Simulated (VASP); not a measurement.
# GaP (F-43m) in VASP: settings compared, part 2 of 2

VASP 6.6.1. Earlier steps stand in the parts before.

## 3. Phonons, PBEsol

POSCAR reads:

```
GaP
1.0
    0.0000000000      2.7252500000      2.7252500000
    2.7252500000      0.0000000000      2.7252500000
    2.7252500000      2.7252500000      0.0000000000
Ga P
1 1
Direct
    0.0000000000      0.0000000000      0.0000000000
    0.7500000000      0.7500000000      0.7500000000
```

INCAR.step1 reads:

```
PREC     = Accurate       # precision mode
ENCUT    = 600            # plane-wave cutoff, eV
EDIFF    = 1E-8           # SCF threshold, eV
ISMEAR   = -1             # smearing method
SIGMA    = 0.05           # smearing width, eV
LREAL    = False          # projectors in reciprocal space
LASPH    = True           # aspherical terms in the spheres
NELM     = 80             # most SCF steps
ALGO     = Normal         # electronic algorithm
ISIF     = 3              # what is computed and relaxed
LWAVE    = False          # write WAVECAR
LCHARG   = False          # write CHGCAR
GGA      = PS             # functional
IBRION   = 2              # ionic algorithm
NSW      = 40             # ionic steps
EDIFFG   = -0.002         # ionic threshold
```

INCAR.step2 reads:

```
PREC     = Accurate       # precision mode
ENCUT    = 600            # plane-wave cutoff, eV
EDIFF    = 1E-8           # SCF threshold, eV
ISMEAR   = -1             # smearing method
SIGMA    = 0.05           # smearing width, eV
LREAL    = False          # projectors in reciprocal space
LASPH    = True           # aspherical terms in the spheres
NELM     = 80             # most SCF steps
ALGO     = Normal         # electronic algorithm
ISIF     = 2              # what is computed and relaxed
LWAVE    = False          # write WAVECAR
LCHARG   = False          # write CHGCAR
GGA      = PS             # functional
IBRION   = 6              # ionic algorithm
NFREE    = 2            
POTIM    = 0.015          # step
NSW      = 1              # ionic steps
```

KPOINTS reads:

```
Automatic mesh
0
Gamma
  6 6 6
```

Potentials or basis: VASP PAW PBE potentials, release 64 (Ga_d, P).

Command:

```console
$ cat potpaw_PBE.64/Ga_d/POTCAR potpaw_PBE.64/P/POTCAR > POTCAR
$ cp INCAR.step1 INCAR
$ mpirun -np 1 vasp_std > vasp.out
$ cp CONTCAR POSCAR
$ cp INCAR.step2 INCAR
$ mpirun -np 1 vasp_std > vasp.out
```

OUTCAR:

```text
PREC = Accurate
   ENCUT = 600
   EDIFF = 1E-8
   ISMEAR = -1
   LREAL = False
   LASPH = True
   NELM = 80
   ISIF = 2
   GGA = PS
   IBRION = 6
   NFREE = 2
   POTIM = 0.015
   NSW = 1

 ion  position               nearest neighbor table
   1  0.000  0.000  0.000-   2 2.35   2 2.35   2 2.35   2 2.35
   2  0.750  0.750  0.750-   1 2.35   1 2.35   1 2.35   1 2.35

  LATTYP: Found a face centered cubic cell.
 ALAT       =     5.4374068672

  Lattice vectors:

 A1 = (   0.0000000000,   2.7187034336,   2.7187034336)
 A2 = (   2.7187034336,   0.0000000000,   2.7187034336)
 A3 = (   2.7187034336,   2.7187034336,   0.0000000000)

Analysis of symmetry for initial positions (statically):
=====================================================================
[... 717 lines left out ...]
  -------------------------------------------------------------------------------------
  Total        0.0012347      0.0037060      0.0037060      0.0000000     -0.1133679      0.0000000
  in kB        0.0492222      0.1477426      0.1477426      0.0000000     -4.5194442      0.0000000
  external PRESSURE =       0.1149025 kB  Pullay stress =       0.0000000 kB
[... 17 lines left out ...]
  FREE ENERGIE OF THE ION-ELECTRON SYSTEM (eV)
  ---------------------------------------------------
  free  energy   TOTEN  =        -9.9050670727 eV

  energy  without entropy=       -9.9050670539  energy(sigma->0) =       -9.90506706

 INTERNAL STRAIN TENSORS FROM DISPLACED ATOMS
 ============================================

 INTERNAL STRAIN TENSOR FOR ION    1 for displacements in x,y,z  (eV/Angst):
          X           Y           Z          XY          YZ          ZX
  --------------------------------------------------------------------------------
  x    -0.00000     0.00000     0.00000     0.00000    -7.55649     0.00000
  y     0.00000    -0.00000     0.00000     0.00000     0.00000    -7.55649
  z     0.00000     0.00000    -0.00000    -7.55649     0.00000     0.00000

 INTERNAL STRAIN TENSOR FOR ION    2 for displacements in x,y,z  (eV/Angst):
          X           Y           Z          XY          YZ          ZX
  --------------------------------------------------------------------------------
  x    -0.00000    -0.00000    -0.00000     0.00000     7.56138     0.00000
  y     0.00000    -0.00000     0.00000     0.00000     0.00000     7.56138
  z    -0.00000    -0.00000    -0.00000     7.56138     0.00000     0.00000

 Eigenvectors and eigenvalues of the dynamical matrix
 ----------------------------------------------------

   1 f  =   10.678520 THz    67.095117 2PiTHz  356.197071 cm-1    44.162788 meV
             X         Y         Z           dx          dy          dz
      0.000000  0.000000  0.000000     0.554783   -0.000000   -0.000000
      4.078055  4.078055  4.078055    -0.831995   -0.000000   -0.000000
[... 21 lines left out ...]
   6 f/i=    0.002182 THz     0.013710 2PiTHz    0.072785 cm-1     0.009024 meV
             X         Y         Z           dx          dy          dz
      0.000000  0.000000  0.000000    -0.192041    0.792589    0.164735
      4.078055  4.078055  4.078055    -0.128055    0.528507    0.109847

 ELASTIC MODULI CONTR FROM IONIC RELAXATION (kBar)
 Direction    XX          YY          ZZ          XY          YZ          ZX
 --------------------------------------------------------------------------------
 XX          -0.0000     -0.0000     -0.0000      0.0000     -0.0000     -0.0000
 YY          -0.0000     -0.0000     -0.0000      0.0000      0.0000     -0.0000
 ZZ          -0.0000     -0.0000     -0.0000     -0.0000      0.0000     -0.0000
 XY           0.0000      0.0000     -0.0000   -227.5962      0.0000      0.0000
 YZ          -0.0000      0.0000      0.0000      0.0000   -227.5962      0.0000
 ZX          -0.0000     -0.0000     -0.0000      0.0000      0.0000   -227.5962
 --------------------------------------------------------------------------------
```

OUTCAR.step1:

```text
PREC = Accurate
   ENCUT = 600
   EDIFF = 1E-8
   ISMEAR = -1
   LREAL = False
   LASPH = True
   NELM = 80
   ISIF = 3
   GGA = PS
   IBRION = 2
   NSW = 40
   EDIFFG = -0.002

[... 272 lines left out ...]
      2      -9.9121      2.00000
      3      -9.9121      2.00000
      4      -9.8094      2.00000
      5      -9.8094      2.00000
      6      -7.9307      2.00000
      7       4.6495      2.00000
      8       4.6495      2.00000
      9       4.6495      2.00000
     10       6.4574      0.00000
     11       8.4694      0.00000
     12       8.4694      0.00000
     13       8.4694      0.00000
[... 267 lines left out ...]
  FREE ENERGIE OF THE ION-ELECTRON SYSTEM (eV)
  ---------------------------------------------------
  free  energy   TOTEN  =        -9.9062512806 eV

  energy  without entropy=       -9.9062512641  energy(sigma->0) =       -9.90625127

 reached required accuracy - stopping structural energy minimisation
```

Wall time 62 s (1 thread of Intel Xeon Platinum 8488C (Sapphire Rapids), shared host); peak memory 0.2 GiB.

Results:

- Relaxed volume: 20.09 Å³/atom
- Relaxed cell: a = 3.845 Å, b = 3.845 Å, c = 3.845 Å, α = 60.00°, β = 60.00°, γ = 60.00°
- Space group after relaxing (to 0.05 Å): F-43m (No. 216)
- Highest phonon frequency at Γ, LO-TO splitting left out: 356 cm⁻¹

Step by step:
```
step  energy change (eV)  largest force (eV/Å)  pressure (GPa)  volume (Å³)
   1              0.0000                0.0000           -0.60        40.48
   2             -0.0004                0.0000            0.32        40.04
   3             -0.0006                0.0000           -0.01        40.19
```

Final structure:
```yaml
crystal:
  lattice:
    - [0.00000, 2.71870, 2.71870]
    - [2.71870, 0.00000, 2.71870]
    - [2.71870, 2.71870, 0.00000]
  atoms:
    - { symbol: Ga, position: [0.00000, 0.00000, 0.00000] }
    - { symbol: P, position: [0.75000, 0.75000, 0.75000] }
```

Phonon frequencies in cm⁻¹ (negative: imaginary):
| q point | frequencies |
| --- | --- |
| (0.000, 0.000, 0.000) | 0 0 0 356 356 356 |

Caveat: the PAW data sets were made with another functional, which shifts forces and pressure a little.

## 4. Elastic constants, PBEsol

POSCAR is that of step 3.

INCAR.step1 reads:

```
  PREC = Accurate
  ENCUT = 600
  EDIFF = 1E-8
  ISMEAR = -1
  SIGMA = 0.05
  LREAL = F
  LASPH = T
  NELM = 80
  ALGO = Fast
  ISIF = 3
  LWAVE = F
  LCHARG = F
  GGA = PS
  IBRION = 2
  NSW = 40
  EDIFFG = -0.002
```

INCAR.step2 reads:

```
  PREC = Accurate
  ENCUT = 600
  EDIFF = 1E-8
  ISMEAR = -1
  SIGMA = 0.05
  LREAL = F
  LASPH = T
  NELM = 80
  ALGO = Fast
  ISIF = 3
  LWAVE = F
  LCHARG = F
  GGA = PS
  IBRION = 6
  NFREE = 2
  POTIM = 0.015
  NSW = 1
```

KPOINTS reads:

```
regular mesh
0
Gamma
  6 6 6
```

Command:

```console
$ cat potpaw_PBE.64/Ga_d/POTCAR potpaw_PBE.64/P/POTCAR > POTCAR
$ cp INCAR.step1 INCAR
$ mpirun -np 1 vasp_std > vasp.out
$ cp CONTCAR POSCAR
$ cp INCAR.step2 INCAR
$ mpirun -np 1 vasp_std > vasp.out
```

It took 6.2 min on 1 thread of Intel Xeon Platinum 8488C (Sapphire Rapids), shared host; peak memory 0.24 GiB.

Results (log left out):

- Relaxed volume: 20.09 Å³/atom
- Relaxed cell: a = 3.845 Å, b = 3.845 Å, c = 3.845 Å, α = 60.00°, β = 60.00°, γ = 60.00°
- Space group after relaxing (to 0.05 Å): F-43m (No. 216)
- Elastic constants C11, C12, C44: 135, 60, 68 GPa
- Voigt bulk modulus: 85 GPa
- Highest phonon frequency at Γ, LO-TO splitting left out: 356 cm⁻¹

The path:
| step | energy change (eV) | largest force (eV/Å) | pressure (GPa) | volume (Å³) |
| --- | --- | --- | --- | --- |
| 1 | 0.0000 | 0.0000 | -0.58 | 40.48 |
| 2 | -0.0004 | 0.0000 | 0.31 | 40.05 |
| 3 | -0.0006 | 0.0000 | 0.01 | 40.19 |

Final structure:
```yaml
crystal:
  lattice:
    - [0.00000, 2.71865, 2.71865]
    - [2.71865, 0.00000, 2.71865]
    - [2.71865, 2.71865, 0.00000]
  atoms:
    - { symbol: Ga, position: [0.00000, 0.00000, 0.00000] }
    - { symbol: P, position: [0.75000, 0.75000, 0.75000] }
```

Phonon frequencies in cm⁻¹ (negative: imaginary):
```tsv
q point	frequencies
(0.000, 0.000, 0.000)	0 0 0 356 356 356
```

Elastic tensor in Voigt notation (GPa, in the Cartesian axes of the cell as first typed):
```
135  60  60   0   0   0
 60 135  60   0   0   0
 60  60 135   0   0   0
  0   0   0  68   0   0
  0   0   0   0  68   0
  0   0   0   0   0  68
```

Clamped-ion elastic tensor (GPa):
```
135  60  60   0   0   0
 60 135  60   0   0   0
 60  60 135   0   0   0
  0   0   0  91   0   0
  0   0   0   0  91   0
  0   0   0   0   0  91
```

Caveat: the PAW data sets were made with another functional, which shifts forces and pressure a little.

## 5. Comparison with measurements

Step 2. Against the measured gap of GaP, 2.34 eV (indirect; 10 K; quoted in “Stacking defects in GaP nanowires: Electronic structure and optical properties”, 2018, arxiv:1810.01194), the calculated 1.64 eV is off by -0.70 eV. Spin-orbit coupling on Ga is left out. The value is that of PBE on a finite k mesh, which can miss the band edges, without temperature or zero-point motion. Semilocal functionals fall short of measured gaps as a rule.
